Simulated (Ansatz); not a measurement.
Working through a comparison of functionals at one structure of PbS, space group Cmc2_1

Computed with Ansatz's Python interface.

At the Python prompt:
```pycon
>>> import ansatz as az
>>> from tabulate import tabulate
>>> lattice = az.Lattice.of(
...     (2.05694184, -3.56582927, 0.0),
...     (2.05694184, 3.56582927, 0.0),
...     (0.0, 0.0, 7.55994474),
... )
>>> sites = [
...     ("Pb", (0.00103166, 0.99896834, 0.48673181)),
...     ("Pb", (0.99896834, 0.00103166, 0.98673181)),
...     ("S", (0.66714548, 0.33285452, 0.69246819)),
...     ("S", (0.33285452, 0.66714548, 0.19246819)),
... ]
>>> crystal = az.Crystal(lattice=lattice)
>>> for symbol, position in sites:
...     crystal = crystal.atom(symbol, position)
...
>>> [site.symbol for site in crystal.resolved().sites]
['Pb', 'Pb', 'S', 'S']
>>> setup = (
...     crystal.calculation()
...     .pseudopotentials("paw")
...     .basis(510)
...     .kpoints(length=16)
...     .occupations("fermi_dirac", width=0.02)
...     .scf(tolerance=1e-08)
...     .stress()
... )
>>> rows = []
>>> for value in ["blyp", "pbesol", "lda"]:
...     r = setup.functional(value).run().report
...     rows.append((value, r["free_energy_ev"] / len(r["lattice"]["sites"]), r["n_iterations"], sum(r["stress_gpa"][i][i] for i in range(3)) / 3, r["n_kpoints"]))
...
DeckWarning: output.stress: scf.convergence.dr2_threshold = 1e-8 eV is looser than the 4e-10 eV advised for a printed stress (1e-10 eV for each atom of the cell: 4). What an SCF threshold leaves in a [...]
>>> print(tabulate(rows, headers=["functional", "F/atom (eV)", "iterations", "P (GPa)", "k-points"], floatfmt=".4f", tablefmt="simple"))
functional      F/atom (eV)    iterations    P (GPa)    k-points
------------  -------------  ------------  ---------  ----------
blyp             -6421.1749             7     4.1991          14
pbesol           -6320.3867             7    -1.7961          14
lda              -6236.3811             7    -3.3909          14
```

From lowest to highest: LDA (-3.4 GPa), PBEsol (-1.8 GPa) and BLYP (4.2 GPa). At a fixed cell a lower pressure usually means a smaller equilibrium volume, so LDA prefers the smallest cell and BLYP the largest.

Reading the output:
- Within a few hundredths of an angstrom the cell has the higher group P6_3mc; the lower one is a small distortion.
- Pressure is positive in compression.
- Spin-orbit coupling, which matters for elements this heavy, is left out.
- The structure comes from a database of computed cells and needn't be a stable or known phase.
- Warnings are shown shortened and without file and line.
- Total energies of different functionals can't be compared; pressures, moments and gaps at this one structure can.
- Wall time of the script: 12 s on 1 thread of Arm Neoverse V2, on a shared host, peak memory 0.4 GiB.
